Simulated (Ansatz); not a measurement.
Here is an Ansatz 0.2.0 calculation.

File input.yaml:

```yaml
crystal:
  lattice:
    - [3.5432, 0.0, 0.0]
    - [-1.7716, 3.0685012107, 0.0]
    - [0.0, 0.0, 5.0388]
  atoms:
    - { symbol: Pt, position: [0.0, 0.0, 0.0] }
    - { symbol: S, position: [0.6666666667, 0.3333333333, 0.773] }
    - { symbol: S, position: [0.3333333333, 0.6666666667, 0.227] }
hamiltonian:
  xc: pbe
  pseudopotentials: { kind: paw }
kpoints:
  mp_grid: { grid: [7, 7, 4] }
scf:
  occupations: { method: fixed }
phonons:
  method: dfpt
  dielectric: true
  rigid_motions: translations
```

Potentials or basis: Ansatz PAW.

Command:

```console
$ ansatz run input.yaml --threads 2 --pin off --max-ram 5632MiB --backend cpu --events-out ev --progress --plain --runs-dir out
```

Q: Estimate the electronic dielectric tensor (diagonal).

A: 18.32, 18.32, 9.39.

Q: Predict the Born charges (mean of the diagonal).

A: Pt +1.73; S -0.87 e.

Q: Predict the static dielectric tensor (diagonal).

A: 19.69, 19.69, 9.45.

Q: Predict the band gap on the k mesh.

A: 0.84 eV, indirect (least direct gap 1.01 eV).

Q: What does it give for the highest phonon frequency at Γ, LO-TO splitting left out?

A: 353 cm⁻¹.

Electronic dielectric tensor:
```
18.32  0.00  0.00
 0.00 18.32  0.00
 0.00  0.00  9.39
```

Caveat: odd divisions of the mesh miss points on the zone boundary, where band edges often lie, so the gap on the mesh can be too wide; spin-orbit coupling is left out, which moves the levels of the heavy elements. As with any semilocal functional, this PBE gap is likely too small.
